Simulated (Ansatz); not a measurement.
Crystal: KF (Carobbiite).

```xyz
2
Lattice="0.0000 2.6719 2.6719 2.6719 0.0000 2.6719 2.6719 2.6719 0.0000" Properties=species:S:1:pos:R:3 pbc="T T T"
K     0.0000    0.0000    0.0000
F     2.6719    2.6719    2.6719
```

Base run:

* Program: Ansatz 0.2.0
* Functional: PBEsol
* Potentials or basis: all-electron PAW datasets made for the crystal
* Cutoff: 280 eV
* Density cutoff: 1120 eV
* k mesh: 6 × 6 × 6
* Occupations: fermi-dirac, width 0.05 eV
* Spin: no spin polarisation

Its results: band gap on the k mesh 6.04 eV, direct; pressure -0.7 GPa.

Q: The run is repeated on the same cell with these changes: functional from PBEsol to PBE. What comes out?

A: Band gap on the k mesh 6.18 eV, direct; pressure 1.4 GPa.

PBE binds less tightly than PBEsol, so the same cell stands under more pressure.

A k mesh can miss the band edges.

Not every run made on this cell is shown here.
